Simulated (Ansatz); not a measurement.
CuAu3: equation of state with PBEsol

Crystal: CuAu3.

```
Au Cu
1.0
     3.98000    0.00000    0.00000
     0.00000    3.98000    0.00000
     0.00000    0.00000    3.98000
Au Cu
3 1
Direct
  0.50000 0.50000 0.00000
  0.50000 0.00000 0.50000
  0.00000 0.50000 0.50000
  0.00000 0.00000 0.00000
```

```yaml
Program: Ansatz 0.2.0
Task: equation of state
Functional: PBEsol
Potentials_or_basis: all-electron LAPW, scalar-relativistic
Basis_error_allowed: 0.002 eV/atom
k_mesh: 7 × 7 × 7
Occupations: fermi-dirac, width 0.05 eV
Spin: no spin polarisation
```

```json
{
  "Equilibrium volume": "15.67 Å³/atom",
  "Bulk modulus": "175 GPa",
  "Pressure derivative of the bulk modulus": "5.7"
}
```

Energy against volume, from the lowest point:
| volume (Å³/atom) | energy (meV/atom) |
| --- | --- |
| 14.816 | 28.47 |
| 15.131 | 10.64 |
| 15.446 | 1.51 |
| 15.761 | 0.00 |
| 16.076 | 5.15 |
| 16.392 | 16.13 |
| 16.707 | 32.14 |

All runs of the series together: 3 min on 2 threads of Arm Neoverse V1, on a shared host.

Spin-orbit coupling is left out, which matters for the levels of Au.
